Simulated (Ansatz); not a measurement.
**Hg: reading a single point**

```xyz
6
Lattice="4.6406 0.0680 0.0234 -2.2614 3.9280 0.0444 0.0399 0.1104 7.4937" Properties=species:S:1:pos:R:3 pbc="T T T"
Hg    4.3327    0.1603    2.0338
Hg   -0.0471    0.6075    5.8249
Hg    1.9760    1.0084    7.4149
Hg    0.0961    2.9375    2.0927
Hg    0.3595    2.9534    5.5509
Hg    2.4195    1.4330    3.9926
```

Method: r2SCAN, no spin polarisation; PAW, plane waves to 500 eV, 5×5×3 (shifted by 0.5, 0, 0 steps) mesh, fermi-dirac occupations (width 0.1 eV) (Ansatz 0.2.0), atoms fixed.

- Electronic structure: It is a metal, with about 2.3 states/eV a cell as the mean within 0.25 eV of the Fermi level.
- Forces: The largest is on Hg4: 7.09 eV/Å, components (-5.84, -4.02, 0.21). It makes 175° with the line to a nearest neighbour, Hg1 at 2.29 Å, pointing away from it.
- Stress: The pressure is 20.1 GPa (compression positive), so with the atoms held at these fractions the cell would first expand; the forces are large, so a full relaxation may end otherwise. The principal stresses 8.5, 14.4, 37.5 GPa differ, so its shape would change too.
- Contacts: Hg–Hg at 2.29 Å: least valence density 0.88 e/Å³ and ELF 0.25 there. Both are smooth PAW fields, read partly inside the augmentation spheres.

Origin: a strained cell with displaced atoms, so it need not be a known compound. Caveats: the k mesh is coarse if the cell is a metal; atoms or cell far from equilibrium.
